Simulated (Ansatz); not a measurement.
Bulk crystal (Al) after relaxation:

```xyz
1
Lattice="0.0000 2.0203 2.0203 2.0203 0.0000 2.0203 2.0203 2.0203 0.0000" Properties=species:S:1:pos:R:3 pbc="T T T"
Al    0.0000    0.0000    0.0000
```

Miller indices refer to the conventional cell of Fm-3m (No. 225), a = 4.041 Å, b = 4.041 Å, c = 4.041 Å, α = 90.00°, β = 90.00°, γ = 90.00°.

Consider the (211) slab of 14 planes, 10.7 Å thick with 15 Å of vacuum as cut; outer planes Al (top) and Al (bottom), all atoms relaxed.

All numbers below come from Ansatz 0.2.0, DFT PBE, scalar-relativistic, plane waves, PAW. Settings: cutoff 420 eV, Γ-centred mesh 12×5×1 on the computed 14-atom cell, Gaussian smearing of 0.10 eV; no spin polarisation. A dipole correction removes the field between periodic images along c.

Question: Give the surface energy (mean of both faces).

Answer: 0.96 J/m².

Question: Estimate the work function.

Answer: 4.18 eV.

Question: The top two planes lie 0.825 Å apart in the bulk. How does relaxation change this?

Answer: The spacing becomes 0.812 Å (-1.6 %).